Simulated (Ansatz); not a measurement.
Crystal: Cu.

```
Cu
1.0
     2.53410    0.00000    0.00000
    -1.26705    2.19459    0.00000
     0.00000    0.00000    4.11257
Cu
2
Cartesian
  1.2670 0.7315 3.0844
  0.0000 1.4631 1.0281
```

This isn't the form of Cu at room conditions, which is fcc.

Base run:

| Quantity | Value |
| --- | --- |
| Program | Ansatz 0.2.0 |
| Functional | BLYP |
| Potentials or basis | Ansatz PAW |
| Cutoff | 420 eV (not typed: the program's choice for these potentials) |
| k mesh | 12 × 12 × 7 |
| Occupations | fermi-dirac, width 0.05 eV |
| Spin | no spin polarisation |

Its results: band gap on the k mesh none (metal or under the smearing width); pressure 16.0 GPa.

**Question.** The run is repeated on the same cell with these changes: functional from BLYP to r2SCAN; cutoff from 420 eV (not typed: the program's choice for these potentials) to 500 eV (not typed: the program's choice for these potentials). What comes out?

**Answer.** Band gap on the k mesh none (metal or under the smearing width); pressure 0.4 GPa.

Caveats: the PAW data sets come from PBE, with cores solved anew for the run's functional, which leaves a small shift of forces and pressure; so large a pressure means that the cell lies far from this level's equilibrium, or that cutoff or potentials fall short (some runs).
